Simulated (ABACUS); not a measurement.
Here is an ABACUS 3.10.1 calculation.

Contents of INPUT:

```
INPUT_PARAMETERS
suffix              NiO
calculation         cell-relax
basis_type          lcao
pseudo_dir          ./
orbital_dir         ./
symmetry            1
dft_functional      pbe
ecutwfc             100
pseudo_rcut         7
nspin               2
nbands              17
ks_solver           genelpa
smearing_method     fd
smearing_sigma      0.00367493
scf_thr             1e-07
scf_nmax            100
mixing_type         broyden
mixing_beta         0.4
cal_force           1
cal_stress          1
vdw_method          d3_bj
out_mul             1
relax_nmax          60
force_thr_ev        0.02
relax_method        cg
out_stru            1
stress_thr          0.2
```

File STRU:

```
ATOMIC_SPECIES
Ni 58.6934 Ni.upf
O 15.9990 O.upf

NUMERICAL_ORBITAL
Ni_confined-atom_7au_3s2p2d1f.orb
O_confined-atom_6au_2s2p1d.orb

LATTICE_CONSTANT
1.8897261246

LATTICE_VECTORS
0.0000000000 2.0859016414 2.0859016414
2.0859016414 0.0000000000 2.0859016414
2.0859016414 2.0859016414 0.0000000000

ATOMIC_POSITIONS
Direct

Ni
0.0
1
0.0000000000 0.0000000000 0.0000000000 1 1 1 mag 1

O
0.0
1
0.5000000000 0.5000000000 0.5000000000 1 1 1 mag 0
```

KPT

```
K_POINTS
0
Gamma
8 8 8 0 0 0
```

Potentials or basis: PseudoDojo NC SR 0.4.1 PBE standard, DZP LCAO (the cutoffs set its grid).

Run with:

```console
$ OMP_NUM_THREADS=1 mpirun -np 4 abacus > log
```

Task: Predict the net moment.

Result: 1.85 μB per cell.

Task: Estimate the space group after relaxing (to 0.05 Å).

Result: Fm-3m (No. 225).

Task: Estimate the relaxed cell.

Result: a = 2.967 Å, b = 2.967 Å, c = 2.967 Å, α = 60.00°, β = 60.00°, γ = 60.00°.

Task: Predict the dispersion energy per atom.

Result: -0.263 eV.

The path:
```
step  energy change (eV)  largest force (eV/Å)  pressure (GPa)  volume (Å³)
   1              0.0000                0.0000            3.81        18.15
   2             -0.0010                0.0000           -3.09        18.74
   3             -0.0036                0.0000           -0.06        18.47
   4             -0.0036                0.0000            0.04        18.46
   5             -0.0036                0.0000            0.00        18.46
```

Caveat: the atomic orbitals were generated for these runs and aren't a published set; the basis of atomic orbitals isn't converged, which shifts pressures, moduli and gaps; a cell with one magnetic atom can't hold antiferromagnetic order, which such compounds often take. Zero-point motion and thermal expansion aren't in these numbers.
